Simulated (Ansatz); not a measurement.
# In (I4/mmm) in Ansatz: notebook

Runs on In. Level: r2SCAN. Tasks: relaxation of cell and atoms.

Everything below comes from runs of Ansatz 0.2.0. Logs are shortened: lines on timing, memory, paths and dates and some standing lists are left out, and cuts for length are marked.

## Step 1: Starting point

It takes space group I4/mmm (No. 139, tetragonal). Conventional cell: a = 3.251 Å, b = 3.251 Å, c = 4.947 Å, α = 90.00°, β = 90.00°, γ = 90.00°. Around In (site symmetry 4/mmm) lie 12 In at 3.25 to 3.38 Å.

## Step 2: Relaxation of cell and atoms, r2SCAN

input.yaml reads:

```yaml
crystal:
  lattice:
    - [-1.62547, 1.62547, 2.4737]
    - [1.62547, -1.62547, 2.4737]
    - [1.62547, 1.62547, -2.4737]
  atoms:
    - { symbol: In, position: [0.0, 0.0, 0.0] }
hamiltonian:
  xc: r2scan
  pseudopotentials: { kind: paw }
kpoints:
  mp_grid: { grid: [11, 11, 11] }
scf:
  occupations: { method: fermi_dirac, width: 0.05 }
output:
  forces: true
  stress: true
  eigenvalues: true
relax:
  f_tol: 0.01
  max_steps: 40
  cell: { stress_tol: 0.05 }
```

Potentials or basis: Ansatz PAW.

Command:

```sh
$ ansatz run input.yaml --threads 2 --pin off --max-ram 5632MiB --backend cpu --events-out ev --progress --plain --runs-dir out
```

The program printed:

```text
Warning: RAYON_NUM_THREADS=2 ignored (pool sized by the plan → 2); use --threads N
Engine: ansatz 0.2.0, aarch64-unknown-linux-gnu
Pseudopotentials: kind: paw
Pseudopotential: In, paw, valence charge 13, recommended cutoff 500 eV (meta_gga), In.paw.azcp
Functional definition: r2SCAN
  parameter k0 = 0.174
  parameter k1 = 0.065
  parameter a1 = 4.9479
  exchange = r2scan_x(k0 = k0, k1 = k1, a1 = a1)
  correlation = r2scan_c
Crystal: 1 atoms, lattice volume = 26.144 Å³
Basis set: ecut = 500 eV, 641 PW (Γ), exchange–correlation on 100×100×100 points (64 copies of the dense FFT grid, shifted against one another)
Bands: 11, of which v1, the nominal top of the filled ones, is band 7 counted from 1 (6 counted from 0)
Symmetry: 16 space group operations
Space group: I4/mmm (ITA 139), of the structure as read, at distance tolerance 3.0e-5 Å
k-points: 126 of 1331
Non-local potential: In, projectors of the file, l = 0: 2, l = 1: 2, l = 2: 2, l = 3: 2
PAW form: soft (Blöchl's): semilocal exchange-correlation on the pseudo side does not see the compensation charge
PAW frozen core: In, regenerated for the run's functional (the file was generated under x = pbe(κ = 0.804, μ = 0.2195149727645171), c = pbe(β = 0.06672455060314922))
PAW one-centre angular grid: In, 590 points (default); XC on 289 of its mesh's 2783 points in the sphere
Initial density: superposition of atomic densities (neutral atoms: chi_scale 0, normalization atom), corrected by the library's trained network
Initial wavefunctions: pseudopotential atomic-orbital guess
Functional: x = r2scan, c = r2scan; τ floored in thin density (d = 2e-4 eV/Å³)
SCF iter   1: F=—  HF=-5611.814649 eV  |F-HF|=—  |Δ(HF+E_count)|=         —  Δρ=7.98e-3  dr2=8.73e-3  dr2_τ=1.29e-3  ethr=1.77e-3  ⟨swp⟩=5.6  Hψ=8622  notcnv=0
preconditioner: auto → none  [metal: Δε(μ)=0.101 eV  Ē_g=20.801 eV  σ=0.050 eV  W_gap=0.45  n_scr=8 (ndim 8)  ℏωp=26.2 eV  f_vac=0.000  D(μ)=0.38/eV (n_scr^D=0)  sad-step TF]
SCF iter   2: F=—  HF=-5611.818671 eV  |F-HF|=—  |Δ(HF+E_count)|=   4.02e-3  Δρ=3.58e-3  dr2=1.77e-3  dr2_τ=7.83e-5  ethr=6.72e-5  ⟨swp⟩=2.9  Hψ=3687  notcnv=0  defer=49
SCF iter   3: F=—  HF=-5611.818668 eV  |F-HF|=—  |Δ(HF+E_count)|=   3.61e-6  Δρ=4.38e-4  dr2=2.75e-5  dr2_τ=1.06e-6  ethr=1.36e-5  ⟨swp⟩=2.9  Hψ=2650  notcnv=0  defer=49
SCF iter   4: F=—  HF=-5611.818689 eV  |F-HF|=—  |Δ(HF+E_count)|=   2.12e-5  Δρ=4.66e-5  dr2=5.36e-7  dr2_τ=6.40e-8  ethr=2.11e-7  ⟨swp⟩=2.0  Hψ=1525  notcnv=0  defer=49
iter 5 did not close the SCF: its close was put off for the readings that it lacked (scf_convergence_deferred on its scf_iter line)
SCF iter   5: F=-5611.818690 eV  HF=-5611.818690 eV  |F-HF|=7.93e-8  |Δ(HF+E_count)|=   7.72e-7  Δρ=2.04e-5  dr2=6.66e-8  dr2_τ=3.87e-9  ethr=4.13e-9  ⟨swp⟩=2.5  Hψ=2107  notcnv=0  defer=49
SCF iter   6: F=-5611.818690 eV  HF=-5611.818690 eV  |F-HF|=3.06e-9  |Δ(HF+E_count)|=   1.01e-7  Δρ=3.34e-6  dr2=3.46e-9  dr2_τ=4.05e-11  ethr=5.12e-10  ⟨swp⟩=4.7  Hψ=5838  notcnv=0
SCF 1 converged in 6 iterations: F = -5611.818690 eV  dr2 = 3.46e-9
relax step   1: F+E_penalty+E_count = -5611.81868987 eV  Δ(F+E_penalty+E_count) = +0.000e0 eV  max|allowed force component| = 0.000e0 eV/Å  Δτ_max = 0.0000 Å  P = +0.233 GPa  Ω = 26.144 Å³  (6 SCF iters, dr2 threshold 1.00e-7 eV, accepted)
Crystal: 1 atoms, lattice volume = 26.278 Å³
Initial density: handed on by an earlier stage of this run
Initial wavefunctions: those handed on with the density
iter 1 solved again at ethr=6.06e-8 eV; its pass at ethr=3.10e-3 eV (dr2=7.88e-6 eV) is discarded
SCF iter   1: F=—  HF=-5611.818358 eV  |F-HF|=—  |Δ(HF+E_count)|=         —  Δρ=1.91e-4  dr2=1.23e-5  dr2_τ=2.05e-4  ethr=6.06e-8  ⟨swp⟩=3.0  Hψ=12402  notcnv=0
preconditioner: auto → none  [metal: Δε(μ)=0.039 eV  Ē_g=20.653 eV  σ=0.050 eV  W_gap=0.19  n_scr=8 (ndim 8)  ℏωp=26.1 eV  f_vac=0.000  D(μ)=0.41/eV (n_scr^D=0)]
SCF iter   2: F=—  HF=-5611.818998 eV  |F-HF|=—  |Δ(HF+E_count)|=   6.40e-4  Δρ=1.04e-4  dr2=1.37e-6  dr2_τ=4.31e-8  ethr=6.06e-8  ⟨swp⟩=2.3  Hψ=2269  notcnv=0
SCF iter   3: F=—  HF=-5611.818999 eV  |F-HF|=—  |Δ(HF+E_count)|=   1.06e-6  Δρ=5.80e-5  dr2=4.53e-7  dr2_τ=8.61e-9  ethr=1.05e-8  ⟨swp⟩=2.0  Hψ=1578  notcnv=0
SCF iter   4: F=-5611.819000 eV  HF=-5611.819000 eV  |F-HF|=5.56e-9  |Δ(HF+E_count)|=   5.23e-7  Δρ=7.38e-6  dr2=1.32e-8  dr2_τ=4.08e-10  ethr=7.69e-10  ⟨swp⟩=4.1  Hψ=7326  notcnv=0
[... 68 lines left out ...]
preconditioner: auto → none  [metal: Δε(μ)=0.047 eV  Ē_g=20.642 eV  σ=0.050 eV  W_gap=0.23  n_scr=8 (ndim 8)  ℏωp=26.1 eV  f_vac=0.000  D(μ)=0.51/eV (n_scr^D=0)]
SCF iter   2: F=—  HF=-5611.819944 eV  |F-HF|=—  |Δ(HF+E_count)|=   6.97e-4  Δρ=1.07e-4  dr2=1.51e-6  dr2_τ=1.99e-8  ethr=1.21e-8  ⟨swp⟩=2.7  Hψ=2363  notcnv=0
SCF iter   3: F=—  HF=-5611.819945 eV  |F-HF|=—  |Δ(HF+E_count)|=   9.54e-7  Δρ=5.83e-5  dr2=4.96e-7  dr2_τ=6.63e-9  ethr=8.50e-9  ⟨swp⟩=2.0  Hψ=1599  notcnv=0
SCF iter   4: F=-5611.819945 eV  HF=-5611.819945 eV  |F-HF|=1.29e-8  |Δ(HF+E_count)|=   5.10e-7  Δρ=7.05e-6  dr2=9.47e-9  dr2_τ=3.42e-10  ethr=4.57e-10  ⟨swp⟩=4.5  Hψ=7682  notcnv=0
SCF 8 converged in 4 iterations: F = -5611.819945 eV  dr2 = 9.47e-9
relax step   8: F+E_penalty+E_count = -5611.81994504 eV  Δ(F+E_penalty+E_count) = +9.933e-6 eV  max|allowed force component| = 0.000e0 eV/Å  Δτ_max = 0.0000 Å  P = -0.118 GPa  Ω = 26.318 Å³  energy of the carried Pulay correction = -1.981e-5 eV  (4 SCF iters, dr2 threshold 8.13e-8 eV, accepted)
Crystal: 1 atoms, lattice volume = 26.246 Å³
iter 1 solved again at ethr=2.65e-8 eV; its pass at ethr=3.10e-3 eV (dr2=3.44e-6 eV) is discarded
SCF iter   1: F=—  HF=-5611.819775 eV  |F-HF|=—  |Δ(HF+E_count)|=         —  Δρ=1.28e-4  dr2=5.50e-6  dr2_τ=7.09e-5  ethr=2.65e-8  ⟨swp⟩=3.0  Hψ=12340  notcnv=0
preconditioner: auto → none  [metal: Δε(μ)=0.022 eV  Ē_g=20.664 eV  σ=0.050 eV  W_gap=0.11  n_scr=8 (ndim 8)  ℏωp=26.1 eV  f_vac=0.000  D(μ)=0.53/eV (n_scr^D=0)]
SCF iter   2: F=—  HF=-5611.819993 eV  |F-HF|=—  |Δ(HF+E_count)|=   2.18e-4  Δρ=6.20e-5  dr2=5.13e-7  dr2_τ=1.68e-8  ethr=2.65e-8  ⟨swp⟩=2.3  Hψ=2271  notcnv=0
SCF iter   3: F=—  HF=-5611.819993 eV  |F-HF|=—  |Δ(HF+E_count)|=   4.97e-7  Δρ=3.60e-5  dr2=1.84e-7  dr2_τ=3.42e-9  ethr=7.00e-10  ⟨swp⟩=6.7  Hψ=7364  notcnv=0
SCF iter   4: F=-5611.819994 eV  HF=-5611.819994 eV  |F-HF|=2.62e-9  |Δ(HF+E_count)|=   2.32e-7  Δρ=4.56e-6  dr2=4.73e-9  dr2_τ=1.13e-10  ethr=7.00e-10  ⟨swp⟩=6.0  Hψ=6666  notcnv=0
SCF 9 converged in 4 iterations: F = -5611.819994 eV  dr2 = 4.73e-9
relax step   9: F+E_penalty+E_count = -5611.81999357 eV  Δ(F+E_penalty+E_count) = -4.853e-5 eV  max|allowed force component| = 0.000e0 eV/Å  Δτ_max = 0.0000 Å  P = -0.001 GPa  Ω = 26.246 Å³  energy of the carried Pulay correction = -1.090e-5 eV  (4 SCF iters, dr2 threshold 9.10e-8 eV, accepted)
Initial wavefunctions: pseudopotential atomic-orbital guess (no wavefunctions were taken with the density)
iter 1 solved again at ethr=1.74e-8 eV; its pass at ethr=3.10e-3 eV (dr2=2.26e-6 eV) is discarded
SCF iter   1: F=—  HF=-5611.820018 eV  |F-HF|=—  |Δ(HF+E_count)|=         —  Δρ=2.20e-5  dr2=1.85e-8  dr2_τ=1.36e-7  ethr=1.74e-8  ⟨swp⟩=3.1  Hψ=12940  notcnv=0
preconditioner: auto → none  [metal: Δε(μ)=0.019 eV  Ē_g=20.663 eV  σ=0.050 eV  W_gap=0.09  n_scr=8 (ndim 8)  ℏωp=26.1 eV  f_vac=0.000  D(μ)=0.53/eV (n_scr^D=0)]
SCF iter   2: F=—  HF=-5611.820017 eV  |F-HF|=—  |Δ(HF+E_count)|=   1.38e-6  Δρ=1.09e-5  dr2=4.20e-9  dr2_τ=3.13e-9  ethr=1.42e-10  ⟨swp⟩=2.0  Hψ=2163  notcnv=0
SCF iter   3: F=—  HF=-5611.820017 eV  |F-HF|=—  |Δ(HF+E_count)|=   3.31e-8  Δρ=1.44e-6  dr2=2.80e-10  dr2_τ=3.04e-11  ethr=3.23e-11  ⟨swp⟩=2.1  Hψ=2112  notcnv=0
SCF iter   4: F=-5611.820017 eV  HF=-5611.820017 eV  |F-HF|=3.37e-11  |Δ(HF+E_count)|=  3.27e-10  Δρ=1.77e-7  dr2=2.69e-12  dr2_τ=7.42e-13  ethr=1.00e-12  ⟨swp⟩=4.1  Hψ=6466  notcnv=0
SCF 10 converged in 4 iterations: F = -5611.820017 eV  dr2 = 2.69e-12
relax step  10: F+E_penalty+E_count = -5611.82001707 eV  Δ(F+E_penalty+E_count) = -2.350e-5 eV  max|allowed force component| = 0.000e0 eV/Å  Δτ_max = 0.0000 Å  P = -0.000 GPa  Ω = 26.246 Å³  stress off target by 2.23e-2 GPa  SCF on the basis re-selected at this cell (its energy is not comparable with the rows above)  (4 SCF iters)
basis re-selected at this cell: Δ(F+E_penalty+E_count) = -2.350e-5 eV, ΔP = +0.001 GPa vs the last step (what re-selecting the basis moved, of the pressure what is left beyond the Pulay correction that the steps carried, after the strain that the cell walked since its last selection, with what the two solves' SCF thresholds leave and, on support functions, any second-order correction that the steps lacked; it is no measure of the basis error at this ecutwfc). This SCF's stress stands 2.23e-2 GPa from its target on what of the cell is left free (relax.cell.stress_tol is 5.00e-2 GPa) and its largest allowed force component is 0.00e0 eV/Å (relax.f_tol is 1.00e-2 eV/Å): within both
SCF converged after 4 iterations
Free energy (F): -5611.820017 eV
Harris-Foulkes:  -5611.820017 eV  (|F-HF|=3.37e-11)
Internal energy: -5611.815804 eV  (E = F + TS)
E sigma→0 (E₀):  -5611.817911 eV
Entropy (-TS):   -0.004213 eV (-4.213 meV/atom)
Fermi energy:    10.200665 eV
--- Per-component energies (eV) ---
  E_band       = -31.421668
  E_kinetic    = 241.223676
  E_local      = -1079.019673  (includes V_loc(G=0)·N_el)
  E_nonlocal   = 366.582905
  E_hartree    = 423.954086
  E_xc         = -201.505749
  E_vxc        = -107.622380  (∫ρ·V_xc dr)
  E_paw        = -4181.491474  (= ΣΔE_a)
  E_vpaw       = -308.145572  (= ΣTr[D̂ρ^β])
  E_aug_tail   = 0.000008  (compensation charges beyond the density's cutoff)
  E_vtau       = 7.651214  (kinetic-family band-sum trace: ∫τ·v_τ [+ j·A + Jᵃ·Aᵃ] dr)
  E_ewald      = -1182.525129
  E_core_change = 0.965546  (= ΣΔE_core)
  E_smearing   = -0.004213  (= −TS)
  E_closure    = 0.000000  (closes the sum)
  Σ components = -5611.820017   (vs F -5611.820017, Δ=0.00e0)
--- Forces (eV/Å), atoms counted from 1 ---
  atom   1  In    -0.00000000    -0.00000000     0.00000000
  max |Σ_I F_I| component: 1.23e-32 eV/Å
--- Stress (GPa, compression-positive) ---
       -0.011302       0.000000       0.000000
        0.000000      -0.011302       0.000000
        0.000000       0.000000       0.022253
  P = ⅓ Tr σ = -0.0001 GPa (-0.001 kbar)
--- Band table (eV; the first three rows and the last of 126) ---
  k-point 0: bands = ["-5.1459", "-5.0853", "-5.0853", "-4.9627", "-4.8987", "0.1542", "21.3012", "21.3012", "21.4410", "22.2535", "24.6609"]
  k-point 1: bands = ["-5.1129", "-5.1047", "-5.0605", "-4.9585", "-4.9095", "0.4151", "19.8552", "20.0095", "20.4873", "21.2340", "25.9303"]
  k-point 2: bands = ["-5.1567", "-5.0221", "-4.9953", "-4.9925", "-4.8968", "1.2053", "17.7836", "17.9744", "18.8297", "19.8927", "22.0158"]
  k-point 125: bands = ["-5.3292", "-5.2199", "-4.7873", "-4.7537", "-4.7375", "7.6251", "7.6719", "13.4595", "14.9784", "18.5467", "20.0724"]
--- Relaxed structure (9 steps of the walk, 7 accepted, 1 SCFs on fresh bases) ---
  F+E_penalty+E_count = -5611.82001707 eV   max|allowed force component| = 0.000e0 eV/Å   (the final SCF, on the basis selected at the relaxed cell)
  cell:  # Å, volume = 26.2463 Å³
    - [-1.6445424074443415, 1.6445424074443415, 2.4261495241167506]
    - [1.6445424074443415, -1.6445424074443415, 2.4261495241167506]
    - [1.6445424074443415, 1.6445424074443415, -2.4261495241167506]
  atoms:
    - { symbol: In, position: [0.0, 0.0, 0.0] }
```

It took 44 s on 2 threads of Arm Neoverse N1, shared host; peak memory 0.41 GiB.

What came out:

| Quantity | Value |
| --- | --- |
| Free energy | -5611.8200 eV |
| Relaxed volume | 26.25 Å³/atom |
| Relaxed cell | a = 3.361 Å, b = 3.361 Å, c = 3.361 Å, α = 121.41°, β = 121.41°, γ = 87.58° |
| Space group after relaxing (to 0.05 Å) | I4/mmm (No. 139) |
| Energy gained by relaxing | 1.3 meV/atom |
| Ionic steps | 8 |
| Pressure after relaxing | 0.0 GPa |
| Band gap on the k mesh | none (metal or under the smearing width) |

The path:
```csv
step,energy change (eV),largest force (eV/Å),volume (Å³)
1,0.0000,0.0000,26.14
2,-0.0003,0.0000,26.28
3,-0.0010,0.0000,26.36
4,-0.0012,0.0000,26.26
5,-0.0013,0.0000,26.15
6,-0.0013,0.0000,26.32
7,-0.0013,0.0000,26.25
8,-0.0013,0.0000,26.25
```

Final structure:
```yaml
crystal:
  lattice:
    - [-1.64454, 1.64454, 2.42615]
    - [1.64454, -1.64454, 2.42615]
    - [1.64454, 1.64454, -2.42615]
  atoms:
    - { symbol: In, position: [0.00000, 0.00000, 0.00000] }
```

Levels at points of the mesh, in eV from the Fermi level:
| k point | band 3 | band 4 | band 5 | band 6 | band 7 | band 8 | band 9 | band 10 |
| --- | --- | --- | --- | --- | --- | --- | --- | --- |
| (0.00, 0.00, 0.00) | -15.29 | -15.16 | -15.10 | -10.05 | 11.10 | 11.10 | 11.24 | 12.05 |

Caveat: the plane-wave basis is chosen anew once the cell has moved, so the energies of steps on either side of that aren't comparable; the PAW data sets come from PBE, with cores solved anew for the run's functional, which leaves a small shift of forces and pressure. Zero-point motion and thermal expansion aren't in these numbers.

## Step 3: Relaxation of cell and atoms, r2SCAN, target pressure 2 GPa, at which the enthalpy is minimised

Edit input.yaml of step 2 so:

```diff
@@ -21,2 +21,2 @@
   max_steps: 40
-  cell: { stress_tol: 0.05 }
+  cell: { stress_tol: 0.05, p_target: 2.0 }
```

Potentials or basis: Ansatz PAW.

Command:

```sh
$ ansatz run input.yaml --threads 2 --pin off --max-ram 5632MiB --backend cpu --events-out ev --progress --plain --runs-dir out
```

Run time: 34 s. Hardware: 2 threads of Arm Neoverse N1, shared host; peak memory 0.41 GiB.

It converged, with:

* Free energy: -5611.8137 eV
* Relaxed volume: 25.18 Å³/atom
* Relaxed cell: a = 3.315 Å, b = 3.315 Å, c = 3.315 Å, α = 121.44°, β = 121.44°, γ = 87.52°
* Space group after relaxing (to 0.05 Å): I4/mmm (No. 139)
* Energy change on relaxing (the enthalpy is what falls): +5.0 meV/atom
* Ionic steps: 7
* Pressure after relaxing: 2.0 GPa
* Band gap on the k mesh: none (metal or under the smearing width)

Step by step:
```csv
step,energy change (eV),largest force (eV/Å),volume (Å³)
1,0.0000,0.0000,26.14
2,0.0065,0.0000,25.16
3,0.0060,0.0000,25.15
4,0.0056,0.0000,25.16
5,0.0052,0.0000,25.17
6,0.0049,0.0000,25.18
7,0.0050,0.0000,25.18
```

Final structure:
```cif
data_structure
_symmetry_space_group_name_H-M 'P 1'
_symmetry_Int_Tables_number 1
_cell_length_a 3.3153
_cell_length_b 3.3153
_cell_length_c 3.3153
_cell_angle_alpha 121.443
_cell_angle_beta 121.443
_cell_angle_gamma 87.518
_cell_volume 25.18
loop_
_atom_site_label
_atom_site_type_symbol
_atom_site_fract_x
_atom_site_fract_y
_atom_site_fract_z
_atom_site_occupancy
In1 In 0.00000 0.00000 0.00000 1
```

Levels at points of the mesh, in eV from the Fermi level:
| k point | band 3 | band 4 | band 5 | band 6 | band 7 | band 8 | band 9 | band 10 |
| --- | --- | --- | --- | --- | --- | --- | --- | --- |
| (0.00, 0.00, 0.00) | -15.34 | -15.20 | -15.13 | -10.36 | 11.49 | 11.49 | 11.64 | 12.12 |

Caveat: the plane-wave basis is chosen anew once the cell has moved, so the energies of steps on either side of that aren't comparable; the PAW data sets come from PBE, with cores solved anew for the run's functional, which leaves a small shift of forces and pressure.

(Continued in part 2 of 2.)
